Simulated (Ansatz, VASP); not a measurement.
## Si in VASP and in Ansatz

File INCAR:

```
SYSTEM = Si
ALGO     = Fast           ! electronic algorithm
EDIFF    = 1E-6           ! SCF threshold, eV
EDIFFG   = -0.005         ! ionic threshold
ENCUT    = 600            ! plane-wave cutoff, eV
IBRION   = 2              ! ionic algorithm
ISIF     = 3              ! what is computed and relaxed
ISMEAR   = 0              ! smearing method
LASPH    = .True.         ! aspherical terms in the spheres
LCHARG   = .False.        ! write CHGCAR
LREAL    = .False.        ! projectors in reciprocal space
LWAVE    = .False.        ! write WAVECAR
NELM     = 100            ! most SCF steps
NSW      = 100            ! ionic steps
PREC     = Accurate       ! precision mode
SIGMA    = 0.1            ! smearing width, eV
```

The input KPOINTS:

```
k-points
0
Gamma
  18 18 10
  0 0 0
```

The input POSCAR:

```
Si
1.0
    2.6655775094      0.0000000000      0.0000000000
   -1.3327887547      2.3084578389      0.0000000000
    0.0000000000      0.0000000000      4.5062692700
Si
2
Direct
    0.3333333300      0.6666666700      0.2500000000
    0.6666666700      0.3333333300      0.7500000000
```

Input for Ansatz:

```yaml
crystal:
  lattice:
    - [2.6655775094, 0.0, 0.0]
    - [-1.3327887547, 2.3084578389, 0.0]
    - [0.0, 0.0, 4.50626927]
  atoms:
    - { symbol: Si, position: [0.33333333, 0.66666667, 0.25] }
    - { symbol: Si, position: [0.66666667, 0.33333333, 0.75] }
basis:
  ecutwfc: 420
kpoints:
  mp_grid: { grid: [18, 18, 10] }
hamiltonian:
  xc: lda
scf:
  occupations: { method: gaussian, width: 0.1 }
output:
  forces: true
  stress: true
  eigenvalues: true
relax:
  adjacent_minimum: "off"
  f_tol: 0.005
  max_steps: 80
  cell: { stress_tol: 0.05 }
```

This isn't the form of Si at room conditions, which is diamond.

Alike in both runs: task relaxation of cell and atoms; functional LDA; k mesh 18 × 18 × 10; occupations gaussian, width 0.1 eV; no spin polarisation.

|  | VASP | Ansatz |
| --- | --- | --- |
| version | VASP 6.6.1 | Ansatz 0.2.0 |
| potentials or method | VASP PAW LDA potentials, release 64 (Si) | scalar-relativistic, plane waves, PAW |
| plane-wave cutoff (eV) | 600 | 420 |
| valence electrons in the cell | 8 | 8 |

```tsv
	VASP	Ansatz	Ansatz less VASP
gap on the k mesh at the Fermi level, each at its own relaxed structure (eV)	none	none	-
relaxed volume (Å³/atom)	13.83	13.82	-0.012
relaxed cell length with the largest relative difference (Å)	4.545	4.542	-0.0035
```

A gap of «none» marks a metal or a gap that the smearing closes.
